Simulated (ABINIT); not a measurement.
# TiTe2 (P-3m1) in ABINIT: convergence with k mesh

Aim: find how far k mesh must go before the results for TiTe2 settle, at LDA. This setting moves, with any that are tied to it; all else stays.

Program: ABINIT 10.8.3 (patched build). These are calculated values, not measurements. Logs are shortened: lines on timing, memory, paths and dates and some standing lists are left out, and cuts for length are marked. The log counts tension as positive stress, the text compression.

**1. The structure**

Symmetry: P-3m1, No. 164, trigonal system. The conventional cell has a = 3.777 Å, b = 3.777 Å, c = 6.498 Å, α = 90.00°, β = 90.00°, γ = 120.00°. Te (site symmetry 3m) is surrounded by 3 Ti at 2.77 Å. Ti (site symmetry -3m) is surrounded by 6 Te at 2.77 Å.

**2. With k mesh 2 × 2 × 1**

Input file run.abi:

```
# Pseudopotentials
pp_dirpath "./"
pseudos "Te.LDA_PW-JTH.xml, Ti.LDA_PW-JTH.xml"

# Structure
acell 3.777 3.777 6.498 Angstrom
rprim
     1.0000000000     0.0000000000     0.0000000000
    -0.5000000000     0.8660254038     0.0000000000
     0.0000000000     0.0000000000     1.0000000000
ntypat 2
znucl 52 22
natom 3
typat 1 1 2
xred
     0.3333333333     0.6666666667     0.7372000000
     0.6666666667     0.3333333333     0.2628000000
     0.0000000000     0.0000000000     0.0000000000

# Plane-wave basis
ecut 408.170794 eV
pawecutdg 30.0

# k points
kptopt 1
ngkpt 2 2 1
nshiftk 1
shiftk 0.0 0.0 0.0

# Exchange and correlation
ixc 7

# Bands and occupations
nband 16
occopt 3
tsmear 0.05 eV

# SCF cycle
nstep 100
tolvrs 1.0e-9

# Output
iomode 3
prtwf 0
prtden 0
prteig 0
prtebands 0
enunit 1
prtvol 2
```

Potentials or basis: JTH PAW LDA v2.0.

Started as:

```
$ abinit run.abi > log 2>&1
```

run.abo:

```text
.Version 10.8.3 of ABINIT
 Symmetries : space group P-3 m 1 (#164); Bravais hP (primitive hexag.)
================================================================================
 Values of the parameters that define the memory need of the present run
     intxc =       0    ionmov =       0      iscf =      17    lmnmax =      18
     lnmax =       6     mgfft =      45  mpssoang =       3    mqgrid =    3028
     natom =       3  nloc_mem =       2    nspden =       1   nspinor =       1
    nsppol =       1      nsym =      12    n1xccc =       1    ntypat =       2
    occopt =       3   xclevel =       1
       mpw =         755          nfft =       32805          nkpt =           2
 PAW method is used; the additional fine FFT grid is defined by:
   mgfftf=        64    nfftf =     82944
================================================================================
================================================================================

--------------------------------------------------------------------------------
------------- Echo of variables that govern the present computation ------------
--------------------------------------------------------------------------------
 -outvars: echo values of preprocessed input variables --------
            acell      7.1374955776E+00  7.1374955776E+00  1.2279440366E+01 Bohr
              amu      1.27600000E+02  4.78800000E+01
             ecut      1.50000000E+01 Hartree
           enunit           1
              ixc           7
         kptrlatt        2    0    0      0    2    0      0    0    1
          kptrlen      1.22794404E+01
            natom           3
            nband          16
            ngfft          27      27      45
          ngfftdg          36      36      64
             nkpt           2
            nstep         100
             nsym          12
           ntypat           2
           occopt           3
        pawecutdg      3.00000000E+01 Hartree
           prtden           0
        prtebands           0
           prteig           0
           prtvol           2
            prtwf           0
[... 210 lines left out ...]
...

--- !EnergyTermsDC
iteration_state     : {dtset: 1, }
comment             : '"Double-counting" decomposition of free energy'
band_energy         : -1.79642714531239E+01
Ewald energy        : -4.64522503425851E+01
psp_core            :  1.07632530948461E+01
xc_dc               : -2.53689677820912E+01
PAW spherical_terms :  3.39474228719496E+00
internal            : -7.56274941957592E+01
'-kT*entropy'       : -1.39415589709153E-03
total_energy_dc     : -7.56288883516563E+01
total_energy_dc_eV  : -2.05796689229109E+03
...

--- !EnergyTermsWithPAWCore
iteration_state     : {dtset: 1, }
comment             : 'Components of total free energy, including PAW core contributions'
Total energy        : -1.44300189648764E+04
Total energy DC     : -1.44300189632630E+04
Total energy (eV)   : -3.92660819590084E+05
Total energy DC (eV): -3.92660819546180E+05
...

 Cartesian components of stress tensor (hartree/bohr^3)
  sigma(1 1)=  6.39326414E-05  sigma(3 2)=  0.00000000E+00
  sigma(2 2)=  6.39326407E-05  sigma(3 1)=  0.00000000E+00
  sigma(3 3)=  3.16441315E-04  sigma(2 1)=  0.00000000E+00

-Cartesian components of stress tensor (GPa)         [Pressure= -4.3573E+00 GPa]
- sigma(1 1)=  1.88096325E+00  sigma(3 2)=  0.00000000E+00
- sigma(2 2)=  1.88096323E+00  sigma(3 1)=  0.00000000E+00
- sigma(3 3)=  9.31002492E+00  sigma(2 1)=  0.00000000E+00

== END DATASET(S) ==============================================================
================================================================================

 -outvars: echo values of variables after computation  --------
            acell      7.1374955776E+00  7.1374955776E+00  1.2279440366E+01 Bohr
           etotal     -7.5628888352E+01
            fcart      1.7605163564E-28 -7.2602470876E-29 -4.3695629435E-03
                      -2.0120186930E-28  5.8081976701E-29  4.3695629435E-03
                       2.5150233663E-29  1.4520494175E-29 -0.0000000000E+00
            rprim      1.0000000000E+00  0.0000000000E+00  0.0000000000E+00
                      -5.0000000000E-01  8.6602540380E-01  0.0000000000E+00
                       0.0000000000E+00  0.0000000000E+00  1.0000000000E+00
           strten      6.3932641407E-05  6.3932640691E-05  3.1644131518E-04
                       0.0000000000E+00  0.0000000000E+00  0.0000000000E+00
           xangst     -3.0489042870E-16  2.1806519668E+00  4.7903256000E+00
                       1.8885000000E+00  1.0903259834E+00  1.7076744000E+00
                       0.0000000000E+00  0.0000000000E+00  0.0000000000E+00
             xred      3.3333333333E-01  6.6666666667E-01  7.3720000000E-01
                       6.6666666667E-01  3.3333333333E-01  2.6280000000E-01
                       0.0000000000E+00  0.0000000000E+00  0.0000000000E+00
 Calculation completed.
```

Run time: 3 s. Hardware: 1 thread of Arm Neoverse V1, shared host; peak memory 0.08 GiB.

Results:

| Item | Value |
| --- | --- |
| Free energy | -2057.9669 eV |
| Pressure | -4.4 GPa |
| Largest force | 0.225 eV/Å |
| Band gap on the k mesh | none (metal or under the smearing width) |
| Valence electrons inside the program's atomic spheres | Te 3.14; Ti 10.18 |

**3. With k mesh 4 × 4 × 2**

Edit run.abi of step 2 so:

```diff
@@ -25,3 +25,3 @@
 kptopt 1
-ngkpt 2 2 1
+ngkpt 4 4 2
 nshiftk 1
```

Potentials or basis: JTH PAW LDA v2.0.

Started as:

```
$ abinit run.abi > log 2>&1
```

Run time: 7.3 s. Hardware: 1 thread of Arm Neoverse V1, shared host; peak memory 0.08 GiB.

Results (log left out):

```yaml
Free_energy: -2058.8637 eV
Pressure: -3.8 GPa
Largest_force: 0.303 eV/Å
Band_gap_on_the_k_mesh: none (metal or under the smearing width)
Valence_electrons_inside_the_program's_atomic_spheres: Te 3.17; Ti 10.10
```

**4. With k mesh 5 × 5 × 2**

Edit run.abi of step 3 so:

```diff
@@ -25,3 +25,3 @@
 kptopt 1
-ngkpt 4 4 2
+ngkpt 5 5 2
 nshiftk 1
```

Started as:

```
$ abinit run.abi > log 2>&1
```

Run time: 9.8 s. Hardware: 1 thread of Arm Neoverse V1, shared host; peak memory 0.08 GiB.

The run converged. Its results:

| Item | Value |
| --- | --- |
| Free energy | -2058.8787 eV |
| Pressure | -3.8 GPa |
| Largest force | 0.350 eV/Å |
| Band gap on the k mesh | none (metal or under the smearing width) |
| Valence electrons inside the program's atomic spheres | Te 3.17; Ti 10.10 |

**5. With k mesh 6 × 6 × 3**

Edit run.abi of step 4 so:

```diff
@@ -25,3 +25,3 @@
 kptopt 1
-ngkpt 5 5 2
+ngkpt 6 6 3
 nshiftk 1
```

Started as:

```
$ abinit run.abi > log 2>&1
```

Wall time 16 s (1 thread of Arm Neoverse V1, shared host); peak memory 0.09 GiB.

The run converged. Its results:

```yaml
Free_energy: -2058.9159 eV
Pressure: -4.0 GPa
Largest_force: 0.351 eV/Å
Band_gap_on_the_k_mesh: none (metal or under the smearing width)
Valence_electrons_inside_the_program's_atomic_spheres: Te 3.16; Ti 10.11
```

**6. With k mesh 7 × 7 × 4**

Edit run.abi of step 5 so:

```diff
@@ -25,3 +25,3 @@
 kptopt 1
-ngkpt 6 6 3
+ngkpt 7 7 4
 nshiftk 1
```

Potentials or basis: JTH PAW LDA v2.0.

Started as:

```
$ abinit run.abi > log 2>&1
```

Run time: 25 s. Hardware: 1 thread of Arm Neoverse V1, shared host; peak memory 0.1 GiB.

The run converged. Its results:

```
Free energy                                           : -2058.9233 eV
Pressure                                              : -3.9 GPa
Largest force                                         : 0.309 eV/Å
Band gap on the k mesh                                : none (metal or under the smearing width)
Valence electrons inside the program's atomic spheres : Te 3.17; Ti 10.10
```

**7. With k mesh 8 × 8 × 4**

Edit run.abi of step 6 so:

```diff
@@ -25,3 +25,3 @@
 kptopt 1
-ngkpt 7 7 4
+ngkpt 8 8 4
 nshiftk 1
@@ -48,2 +48 @@
 enunit 1
-prtvol 2
```

Started as:

```
$ abinit run.abi > log 2>&1
```

Run time: 30 s. Hardware: 1 thread of Arm Neoverse V1, shared host; peak memory 0.1 GiB.

The run converged. Its results:

- Free energy: -2058.9244 eV
- Pressure: -3.9 GPa
- Largest force: 0.285 eV/Å
- Band gap on the k mesh: none (metal or under the smearing width)
- Valence electrons inside the program's atomic spheres: Te 3.17; Ti 10.10

**8. With k mesh 10 × 10 × 5**

Edit run.abi of step 7 so:

```diff
@@ -25,3 +25,3 @@
 kptopt 1
-ngkpt 8 8 4
+ngkpt 10 10 5
 nshiftk 1
```

Started as:

```
$ abinit run.abi > log 2>&1
```

Wall time 50 s (1 thread of Arm Neoverse V1, shared host); peak memory 0.12 GiB.

The run converged. Its results:

```
Free energy                                           : -2058.9225 eV
Pressure                                              : -3.9 GPa
Largest force                                         : 0.270 eV/Å
Band gap on the k mesh                                : none (metal or under the smearing width)
Valence electrons inside the program's atomic spheres : Te 3.17; Ti 10.11
```

**9. With k mesh 12 × 12 × 6**

Edit run.abi of step 8 so:

```diff
@@ -25,3 +25,3 @@
 kptopt 1
-ngkpt 10 10 5
+ngkpt 12 12 6
 nshiftk 1
```

Potentials or basis: JTH PAW LDA v2.0.

Started as:

```
$ abinit run.abi > log 2>&1
```

Run time: 84 s. Hardware: 1 thread of Arm Neoverse V1, shared host; peak memory 0.16 GiB.

The run converged. Its results:

* Free energy: -2058.9203 eV
* Pressure: -3.9 GPa
* Largest force: 0.269 eV/Å
* Band gap on the k mesh: none (metal or under the smearing width)
* Valence electrons inside the program's atomic spheres: Te 3.17; Ti 10.11

**10. Result**

| k mesh | energy less the tightest run, at zero smearing (meV/atom) | pressure (GPa) | largest force (eV/Å) | SCF cycles | CPU time (s) | peak memory (GiB) |
| --- | --- | --- | --- | --- | --- | --- |
| 2 × 2 × 1 | 322.37 | -4.36 | 0.225 | 14 | 2.9 | 0.08 |
| 4 × 4 × 2 | 18.87 | -3.82 | 0.303 | 13 | 7.2 | 0.08 |
| 5 × 5 × 2 | 14.94 | -3.79 | 0.350 | 13 | 9.8 | 0.08 |
| 6 × 6 × 3 | 1.57 | -4.03 | 0.351 | 13 | 16 | 0.09 |
| 7 × 7 × 4 | -0.88 | -3.94 | 0.309 | 13 | 25 | 0.1 |
| 8 × 8 × 4 | -1.14 | -3.93 | 0.285 | 13 | 30 | 0.1 |
| 10 × 10 × 5 | -0.62 | -3.93 | 0.270 | 13 | 50 | 0.12 |
| 12 × 12 × 6 | 0.00 | -3.92 | 0.269 | 13 | 84 | 0.16 |

Against the tightest run, the energy stays within 1 meV/atom from 10 × 10 × 5 on; the pressure stays within 0.1 GPa from 7 × 7 × 4 on; the largest force stays within 0.005 eV/Å from 10 × 10 × 5 on. Meshes of other sizes hit other points, so gaps and Fermi surfaces needn't settle smoothly. The tightest run that finished is the yardstick and may itself not be fully converged.
